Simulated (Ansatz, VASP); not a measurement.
**Two plane-wave programs on Au**

```
CELL_PARAMETERS angstrom
2.91257 0.00000 0.00000
-1.45629 2.52236 0.00000
0.00000 0.00000 4.89725
ATOMIC_POSITIONS crystal
Au 0.66667 0.33333 0.75000
Au 0.33333 0.66667 0.25000
```

Alike in both runs: functional PBE; k mesh 21 × 21 × 12; occupations gaussian, width 0.1 eV; no spin polarisation.

Ansatz relaxed the structure, and its values are those at the end. VASP's run is a single point on that final structure, the one shown.

```csv
,VASP,Ansatz
version,VASP 6.6.1,Ansatz 0.2.0
potentials or method,"VASP PAW PBE potentials, release 64 (Au)","scalar-relativistic, plane waves, PAW"
plane-wave cutoff (eV),520,420
valence electrons in the cell,22,38
```

|  | VASP | Ansatz | Ansatz less VASP |
| --- | --- | --- | --- |
| gap on the k mesh at the Fermi level (eV) | none | none | - |
| pressure (GPa) | -0.2 | 0.0 | +0.16 |

A gap of «none» marks a metal or a gap that the smearing closes. The two sets of potentials don't hold the same shells in valence.

Spin-orbit coupling is left out, which matters for the levels of Au.
